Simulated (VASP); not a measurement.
# CeO (Pm-3m) in VASP: notebook

Runs on CeO. Level: PBEsol+U. Tasks: single point.

All numbers are computed with VASP 6.6.1; they aren't measurements. Logs are shortened: lines on timing, memory, paths and dates and some standing lists are left out, and cuts for length are marked.

### 1 The structure

It takes space group Pm-3m (No. 221, cubic). Conventional cell: a = 2.888 Å, b = 2.888 Å, c = 2.888 Å, α = 90.00°, β = 90.00°, γ = 90.00°. Around Ce (site symmetry m-3m) lie 8 O at 2.50 Å. O (site symmetry m-3m) has 8 Ce at 2.50 Å as nearest neighbours.

The cell comes from a database or a generator and needn't be the stable form of this composition.

### 2 Single point, PBEsol+U, collinear spin, ferromagnetic start

The input, INCAR:

```
SYSTEM = CeO
PREC = Accurate
ENCUT = 520
EDIFF = 1E-6
ISMEAR = 0
SIGMA = 0.05
LREAL = .False.
LASPH = .True.
NELM = 100
ALGO = Fast
ISIF = 2
LWAVE = .False.
LCHARG = .False.
ISPIN = 2
MAGMOM = 1 0
LORBIT = 11
NUPDOWN = 4
LMAXMIX = 6
LDAU = .True.
LDAUTYPE = 2
LDAUL = 3 -1
LDAUU = 2 0
LDAUJ = 0 0
LDAUPRINT = 1
GGA = PS
NBANDS = 20
```

The input, KPOINTS:

```
Automatic mesh
0
Gamma
  7 7 7
  0 0 0
```

The input, POSCAR:

```
CeO
1.0
    2.8880971600      0.0000000000      0.0000000000
    0.0000000000      2.8880971600      0.0000000000
    0.0000000000      0.0000000000      2.8880971600
Ce O
1 1
Direct
    0.0000000000      0.0000000000      0.0000000000
    0.5000000000      0.5000000000      0.5000000000
```

Potentials or basis: VASP PAW PBE potentials, release 64 (Ce, O).

Run with:

```console
$ cat potpaw_PBE.64/Ce/POTCAR potpaw_PBE.64/O/POTCAR > POTCAR
$ mpirun -np 1 vasp_std > vasp.out
```

OUTCAR:

```text
SYSTEM = CeO
   PREC = Accurate
   ENCUT = 520
   EDIFF = 1E-6
   ISMEAR = 0
   LREAL = .False.
   LASPH = .True.
   NELM = 100
   ISIF = 2
   ISPIN = 2
   LORBIT = 11
   NUPDOWN = 4
   GGA = PS

 ion  position               nearest neighbor table
   1  0.000  0.000  0.000-   2 2.50   2 2.50   2 2.50   2 2.50   2 2.50   2 2.50   2 2.50   2 2.50

   2  0.500  0.500  0.500-   1 2.50   1 2.50   1 2.50   1 2.50   1 2.50   1 2.50   1 2.50   1 2.50

  LATTYP: Found a simple cubic cell.
 ALAT       =     2.8880971600

  Lattice vectors:

 A1 = (   2.8880971600,   0.0000000000,   0.0000000000)
 A2 = (   0.0000000000,   2.8880971600,   0.0000000000)
 A3 = (   0.0000000000,   0.0000000000,   2.8880971600)

Analysis of symmetry for initial positions (statically):
=====================================================================
 Subroutine PRICEL returns:
 Original cell was already a primitive cell.

 Routine SETGRP: Setting up the symmetry group for a
 simple cubic supercell.

 Subroutine GETGRP returns: Found 48 space group operations
 (whereof 48 operations were pure point group operations)
 out of a pool of 48 trial point group operations.

The static configuration has the point symmetry O_h .

Analysis of symmetry for dynamics (positions and initial velocities):
=====================================================================
 Subroutine PRICEL returns:
 Original cell was already a primitive cell.

 Routine SETGRP: Setting up the symmetry group for a
 simple cubic supercell.

 Subroutine GETGRP returns: Found 48 space group operations
 (whereof 48 operations were pure point group operations)
 out of a pool of 48 trial point group operations.

The dynamic configuration has the point symmetry O_h .

Analysis of structural, dynamic, and magnetic symmetry:
=====================================================================
 Subroutine PRICEL returns:
 Original cell was already a primitive cell.

 Routine SETGRP: Setting up the symmetry group for a
 simple cubic supercell.

 Subroutine GETGRP returns: Found 48 space group operations
 (whereof 48 operations were pure point group operations)
 out of a pool of 48 trial point group operations.

The overall configuration has the point symmetry O_h .

 Subroutine INISYM returns: Found 48 space group operations
 (whereof 48 operations are pure point group operations),
 and found     1 'primitive' translations

----------------------------------------------------------------------------------------

                                     Primitive cell

  volume of cell :      24.0899

  direct lattice vectors                    reciprocal lattice vectors
     2.888097160  0.000000000  0.000000000     0.346248739  0.000000000  0.000000000
     0.000000000  2.888097160  0.000000000     0.000000000  0.346248739  0.000000000
[... 126 lines left out ...]
 onsite density matrix

spin component  1

  0.2746  0.0000  0.0840 -0.0000  0.0000  0.0000  0.0000
  0.0000  0.0356 -0.0000  0.0000 -0.0000  0.0000  0.0000
  0.0840 -0.0000  0.2312  0.0000  0.0000  0.0000 -0.0000
 -0.0000  0.0000  0.0000  0.3397  0.0000  0.0000  0.0000
  0.0000 -0.0000  0.0000  0.0000  0.2312  0.0000 -0.0840
  0.0000  0.0000  0.0000  0.0000  0.0000  0.1661 -0.0000
  0.0000  0.0000 -0.0000  0.0000 -0.0840 -0.0000  0.2746

spin component  2

  0.0069 -0.0000  0.0010  0.0000  0.0000 -0.0000  0.0000
 -0.0000  0.0169  0.0000  0.0000 -0.0000 -0.0000 -0.0000
  0.0010  0.0000  0.0063 -0.0000 -0.0000  0.0000  0.0000
  0.0000  0.0000 -0.0000  0.0076 -0.0000 -0.0000 -0.0000
  0.0000 -0.0000 -0.0000 -0.0000  0.0063  0.0000 -0.0010
 -0.0000 -0.0000  0.0000 -0.0000  0.0000  0.0056  0.0000
  0.0000 -0.0000  0.0000 -0.0000 -0.0010  0.0000  0.0069

 occupancies and eigenvectors

  o =  0.0056  v =  0.0000  0.0000  0.0000  0.0000  0.0000  0.0000  0.0000 -0.0026 -0.0000  0.0034 -0.0000  0.0049 -1.0000  0.0038      0.0000  0.0000  0.0000  0.0000  0.0000  0.0000  0.0000  0.0000  0.0000  0.0000  0.0000  0.0000  0.0000  0.0000
  o =  0.0056  v =  0.0000  0.0000  0.0000  0.0000  0.0000  0.0000  0.0000  0.0031  0.0000 -0.0040  0.0000  0.7905  0.0062  0.6124      0.0000  0.0000  0.0000  0.0000  0.0000  0.0000  0.0000  0.0000  0.0000  0.0000  0.0000  0.0000  0.0000  0.0000
  o =  0.0056  v =  0.0000  0.0000  0.0000  0.0000  0.0000  0.0000  0.0000  0.6124  0.0000 -0.7906 -0.0000 -0.0040 -0.0043 -0.0031      0.0000  0.0000  0.0000  0.0000  0.0000  0.0000  0.0000  0.0000  0.0000  0.0000  0.0000  0.0000  0.0000  0.0000
  o =  0.0076  v =  0.0000  0.0000  0.0000  0.0000  0.0000  0.0000  0.0000 -0.7905 -0.0000 -0.6123  0.0064 -0.0061 -0.0000  0.0079      0.0000  0.0000  0.0000  0.0000  0.0000  0.0000  0.0000  0.0000  0.0000  0.0000  0.0000  0.0000  0.0000  0.0000
  o =  0.0076  v =  0.0000  0.0000  0.0000  0.0000  0.0000  0.0000  0.0000 -0.0079  0.0000 -0.0062 -0.0112  0.6123  0.0000 -0.7905      0.0000  0.0000  0.0000  0.0000  0.0000  0.0000  0.0000  0.0000  0.0000  0.0000  0.0000  0.0000  0.0000  0.0000
  o =  0.0076  v =  0.0000  0.0000  0.0000  0.0000  0.0000  0.0000  0.0000  0.0050 -0.0000  0.0039  0.9999  0.0069 -0.0000 -0.0089      0.0000  0.0000  0.0000  0.0000  0.0000  0.0000  0.0000  0.0000  0.0000  0.0000  0.0000  0.0000  0.0000  0.0000
  o =  0.0169  v =  0.0000  0.0000  0.0000  0.0000  0.0000  0.0000  0.0000  0.0000 -1.0000 -0.0000 -0.0000  0.0000  0.0000  0.0000      0.0000  0.0000  0.0000  0.0000  0.0000  0.0000  0.0000  0.0000  0.0000  0.0000  0.0000  0.0000  0.0000  0.0000
  o =  0.0356  v = -0.0000 -1.0000  0.0000  0.0000 -0.0000  0.0000 -0.0000  0.0000  0.0000  0.0000  0.0000  0.0000  0.0000  0.0000      0.0000  0.0000  0.0000  0.0000  0.0000  0.0000  0.0000  0.0000  0.0000  0.0000  0.0000  0.0000  0.0000  0.0000
  o =  0.1661  v =  0.0017  0.0000 -0.0022 -0.0000  0.0008  1.0000  0.0006  0.0000  0.0000  0.0000  0.0000  0.0000  0.0000  0.0000      0.0000  0.0000  0.0000  0.0000  0.0000  0.0000  0.0000  0.0000  0.0000  0.0000  0.0000  0.0000  0.0000  0.0000
  o =  0.1661  v = -0.0291 -0.0000  0.0375 -0.0000  0.7897 -0.0009  0.6117  0.0000  0.0000  0.0000  0.0000  0.0000  0.0000  0.0000      0.0000  0.0000  0.0000  0.0000  0.0000  0.0000  0.0000  0.0000  0.0000  0.0000  0.0000  0.0000  0.0000  0.0000
  o =  0.1661  v = -0.6117  0.0000  0.7897 -0.0000 -0.0375  0.0029 -0.0291  0.0000  0.0000  0.0000  0.0000  0.0000  0.0000  0.0000      0.0000  0.0000  0.0000  0.0000  0.0000  0.0000  0.0000  0.0000  0.0000  0.0000  0.0000  0.0000  0.0000  0.0000
  o =  0.3397  v =  0.0019  0.0000  0.0014 -1.0000  0.0014 -0.0000 -0.0018  0.0000  0.0000  0.0000  0.0000  0.0000  0.0000  0.0000      0.0000  0.0000  0.0000  0.0000  0.0000  0.0000  0.0000  0.0000  0.0000  0.0000  0.0000  0.0000  0.0000  0.0000
  o =  0.3397  v = -0.0051 -0.0000 -0.0039  0.0023  0.6124  0.0000 -0.7906  0.0000  0.0000  0.0000  0.0000  0.0000  0.0000  0.0000      0.0000  0.0000  0.0000  0.0000  0.0000  0.0000  0.0000  0.0000  0.0000  0.0000  0.0000  0.0000  0.0000  0.0000
  o =  0.3397  v = -0.7906 -0.0000 -0.6124 -0.0024 -0.0039 -0.0000  0.0051  0.0000  0.0000  0.0000  0.0000  0.0000  0.0000  0.0000      0.0000  0.0000  0.0000  0.0000  0.0000  0.0000  0.0000  0.0000  0.0000  0.0000  0.0000  0.0000  0.0000  0.0000

 number of electron      17.9999998 magnetization       3.9999999

 Free energy of the ion-electron system (eV)
  ---------------------------------------------------
  ext. energy  EPLUGINS =         0.00000000
  ---------------------------------------------------
  free energy    TOTEN  =        -7.65080562 eV

  energy without entropy =       -7.64514665  energy(sigma->0) =       -7.64797613

 E-fermi :   7.4529     XC(G=0): -13.3633

 val. band max:       15.6511685075   @ k =   0.4286   0.4286   0.0000
 cond. band min:       7.4609742477   @ k =   0.4286   0.4286   0.1429
 fundamental gap:     -8.1901942598
 Fermi energy:        15.6594056482

 spin component 1

 k-point     1 :       0.0000    0.0000    0.0000
  band No.  band energies     occupation
      1     -22.0271      1.00000
      2      -9.1979      1.00000
      3      -2.6516      1.00000
      4      -2.6516      1.00000
      5      -2.6516      1.00000
      6       6.8586      1.00000
[... 436 lines left out ...]
      6       2.8690      1.00000
[... 12 lines left out ...]
     19      25.5852      0.00000
     20      25.5856      0.00000
 Fermi energy:         7.4529490730

 spin component 2

 k-point     1 :       0.0000    0.0000    0.0000
  band No.  band energies     occupation
      1     -20.7364      1.00000
      2      -7.5668      1.00000
      3      -1.4242      1.00000
      4      -1.4242      1.00000
      5      -1.4242      1.00000
      6       8.5466      0.00000
[... 449 lines left out ...]
     19      27.1674      0.00000
     20      27.1674      0.00000

------------------------ aborting loop because EDIFF is reached ----------------------------------------

  FORCE on cell =-STRESS in cart. coord.  units (eV):
  Direction    XX          YY          ZZ          XY          YZ          ZX
  --------------------------------------------------------------------------------------
  -------------------------------------------------------------------------------------
  Total       10.9276623     10.9276623     10.9276623      0.0000000      0.0000000     -0.0000000
  in kB      726.7791322    726.7791322    726.7791322      0.0000000      0.0000000     -0.0000000
  external PRESSURE =     726.7791322 kB  Pullay stress =       0.0000000 kB

 VOLUME and BASIS-vectors are now :
 -----------------------------------------------------------------------------
  energy-cutoff  :      520.00
  volume of cell :       24.09
      direct lattice vectors                 reciprocal lattice vectors
     2.888097160  0.000000000  0.000000000     0.346248739  0.000000000  0.000000000
     0.000000000  2.888097160  0.000000000     0.000000000  0.346248739  0.000000000
     0.000000000  0.000000000  2.888097160     0.000000000  0.000000000  0.346248739

 POSITION                                       TOTAL-FORCE (eV/Angst)
 -----------------------------------------------------------------------------------
      0.00000      0.00000      0.00000         0.000000      0.000000      0.000000
      1.44405      1.44405      1.44405         0.000000      0.000000      0.000000
 -----------------------------------------------------------------------------------
    total drift:                                0.000000      0.000000     -0.000000

  FREE ENERGIE OF THE ION-ELECTRON SYSTEM (eV)
  ---------------------------------------------------
  free  energy   TOTEN  =        -7.6508056154 eV

  energy  without entropy=       -7.6451466533  energy(sigma->0) =       -7.64797613

 total charge

# of ion       s       p       d       f       tot
--------------------------------------------------
    1        2.064   5.563   1.440   1.592  10.659
    2        1.624   3.236   0.000   0.000   4.860
--------------------------------------------------
tot          3.688   8.799   1.440   1.592  15.519

 magnetization (x)

# of ion       s       p       d       f       tot
--------------------------------------------------
    1        0.037   0.109   1.008   1.484   2.638
    2        0.043   0.790   0.000   0.000   0.833
--------------------------------------------------
tot          0.081   0.898   1.008   1.484   3.471
```

Run time: 35 s. Hardware: 1 thread of Intel Xeon Platinum 8488C (Sapphire Rapids), shared host; peak memory 0.17 GiB.

Results:

```yaml
Free_energy: -7.6508 eV
Pressure: 72.7 GPa
Net_moment: 4.00 μB per cell
Site_moments: Ce +2.64; O +0.83 μB
Valence_electrons_inside_the_program's_atomic_spheres: Ce 10.66; O 4.86
```

Eigenvalues of the final occupation matrices:
| site | spin | trace | eigenvalues |
| --- | --- | --- | --- |
| site 1 f | 1 | 1.55 | 0.04 0.17 0.17 0.17 0.34 0.34 0.34 |
| site 1 f | 2 | 0.06 | 0.01 0.01 0.01 0.01 0.01 0.01 0.02 |

Caveat: the magnetic or orbital state may not be the lowest; the moment is held away from its start; a pressure of tens of GPa on the cell as given is suspect, and the run, the potentials or the cell itself is likely at fault; the PAW data sets were made with another functional, which shifts forces and pressure a little; spin-orbit coupling is left out, which moves the levels of the heavy elements; the total moment is fixed, so each spin has its own Fermi level. The state reached can hang on the start; a lower one may exist.

### 3 Single point, PBEsol+U, collinear spin, ferromagnetic start

The input, INCAR:

```
SYSTEM = CeO
ALGO     = Fast           ! electronic algorithm
EDIFF    = 1E-7           ! SCF threshold, eV
ENCUT    = 520            ! plane-wave cutoff, eV
GGA      = PS             ! functional
ISIF     = 2              ! what is computed and relaxed
ISMEAR   = 0              ! smearing method
ISPIN    = 2              ! spin polarisation
LASPH    = .TRUE.         ! aspherical terms in the spheres
LCHARG   = .FALSE.        ! write CHGCAR
LDAU     = .TRUE.         ! DFT+U
LDAUJ    = 0 0          
LDAUL    = 3 -1           ! shell
LDAUPRINT= 1            
LDAUTYPE = 2            
LDAUU    = 5 0            ! U, eV
LMAXMIX  = 6              ! l up to which the mixer works
LORBIT   = 11             ! projections on sites
LREAL    = .FALSE.        ! projectors in reciprocal space
LWAVE    = .FALSE.        ! write WAVECAR
MAGMOM   = 1 0            ! initial moments
NELM     = 100            ! most SCF steps
PREC     = Accurate       ! precision mode
SIGMA    = 0.05           ! smearing width, eV
```

The input, KPOINTS:

```
k-points
0
G
  7 7 7
  0 0 0
```

POSCAR is that of step 2.

Potentials or basis: VASP PAW PBE potentials, release 64 (Ce, O).

Run with:

```console
$ cat potpaw_PBE.64/Ce/POTCAR potpaw_PBE.64/O/POTCAR > POTCAR
$ mpirun -np 1 vasp_std > vasp.out
```

Wall time 65 s (1 thread of Intel Xeon Platinum 8488C (Sapphire Rapids), shared host); peak memory 0.16 GiB.

Results (log left out):

* Free energy: -13.6931 eV
* Pressure: 45.2 GPa
* Band gap on the k mesh: none (metal or under the smearing width)
* Net moment: 0.94 μB per cell
* Site moments: Ce +0.91; O -0.02 μB
* Valence electrons inside the program's atomic spheres: Ce 10.26; O 5.02

Levels at points of the mesh, in eV from the Fermi level:
Spin up:
| k point | band 6 | band 7 | band 8 | band 9 | band 10 | band 11 | band 12 | band 13 | band 14 |
| --- | --- | --- | --- | --- | --- | --- | --- | --- | --- |
| (0.00, 0.00, 0.00) | -4.64 | -4.64 | -4.64 | -3.75 | -3.75 | 1.44 | 1.44 | 1.44 | 1.90 |
Spin down:
```
           k point  band 7  band 8  band 9  band 10  band 11  band 12
(0.00, 0.00, 0.00)   -4.55   -4.55   -3.35    -3.35     1.82     1.82
```

Eigenvalues of the final occupation matrices:
```tsv
site	spin	trace	eigenvalues
site 1 f	1	0.90	0.01 0.01 0.01 0.04 0.28 0.28 0.28
site 1 f	2	0.15	0.01 0.01 0.01 0.03 0.03 0.03 0.03
```

Caveat: the magnetic or orbital state may not be the lowest; a pressure of tens of GPa on the cell as given is suspect, and the run, the potentials or the cell itself is likely at fault; the PAW data sets were made with another functional, which shifts forces and pressure a little; spin-orbit coupling is left out, which moves the levels of the heavy elements.
